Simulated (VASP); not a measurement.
Input of a VASP 6.6.1 run:

File INCAR:

```
SYSTEM = Te2Pt
PREC = Accurate
ENCUT = 520
EDIFF = 1E-7
ISMEAR = 0
SIGMA = 0.05
LREAL = .FALSE.
LASPH = .TRUE.
NELM = 60
ALGO = Fast
ISIF = 2
LWAVE = .FALSE.
LCHARG = .FALSE.
MAGMOM = 0.222 0.146 -0.257 0.065 -0.045 -0.015 0 0 0
LORBIT = 11
LSORBIT = .TRUE.
GGA_COMPAT = .FALSE.
LORBMOM = .TRUE.
LMAXMIX = 4
LDAU = .TRUE.
LDAUTYPE = 2
LDAUL = -1 2
LDAUU = 0 5
LDAUJ = 0 0
LDAUPRINT = 1
GGA = PS
NBANDS = 35
```

KPOINTS

```
regular mesh
0
G
  6 6 4
  0 0 0
```

The input POSCAR:

```
Te2Pt
1.0
    4.0179994500      0.0000000000      0.0000000000
   -2.0089997300      3.4796896000      0.0000000000
    0.0000000000      0.0000000000      5.2119993300
Te Pt
2 1
Direct
    0.3333333333      0.6666666667      0.2500000000
    0.6666666667      0.3333333333      0.7500000000
    0.0000000000      0.0000000000      0.0000000000
```

Potentials or basis: VASP PAW PBE potentials, release 64 (Te, Pt).

Run with:

```console
$ cat potpaw_PBE.64/Te/POTCAR potpaw_PBE.64/Pt/POTCAR > POTCAR
$ mpirun -np 1 vasp_ncl > vasp.out
```

(1) Estimate the pressure.

(2) Estimate the net moment.

(3) Estimate the largest force.

## Answers

(1) 0.5 GPa.

(2) 0.00 μB per cell.

(3) 0.445 eV/Å.

Caveat: the PAW data sets were made with another functional, which shifts forces and pressure a little; the U is typed as a test and isn't derived for this compound.
